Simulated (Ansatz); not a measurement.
**Compressing InSb: a fit and a missing row**

InSb, F-43m, a = 6.635 Å. Ansatz: PBE, PAW, 420 eV, Γ-centred 12×12×12 mesh on 2 atoms, Gaussian smearing 0.10 eV; no spin polarisation. Symmetry fixes shape and atoms, so the cell is only scaled; pressure is positive in compression.

| V (Å³/atom) | P (GPa) |
| --- | --- |
| 32.128 | ? |
| 33.223 | 4.36 |
| 34.319 | 2.65 |
| 35.414 | 1.21 |
| 36.509 | 0.00 |
| 37.605 | -1.01 |
| 38.700 | -1.85 |
| 40.160 | -2.77 |

Q: Take V0 = 36.509 Å³/atom, fit the third-order Birch–Murnaghan form to the other rows, and predict the missing pressure.

A: With the Eulerian strain f = ½[(V0/V)^(2/3) − 1] and y = P/[3f(1 + 2f)^(5/2)], the form is the line y = B0 + 1.5 B0 (B0′ − 4) f. Rows (f, y): 0.03245, 38.3; 0.02105, 37.9; 0.01025, 37.4; -0.00976, 36.2; -0.01905, 35.7; -0.03078, 35.2. Means f = 0.0006933, y = 36.783; Σ(Δf)² = 0.003004, ΣΔfΔy = 0.1541; the slope is their ratio. y = 36.75 + 51.30 f GPa, so B0 = 36.8 GPa and B0′ = 4 + 2 × (51.30)/(3 × 36.75) = 4.93. At V = 32.128, f = 0.04448, y = 39.03 and P = 6.45 GPa. The run gave 6.40 GPa, so the fit is 0.05 GPa too high, a small miss on the scale of the series. Note that the gap is open there and closed in the run one row down.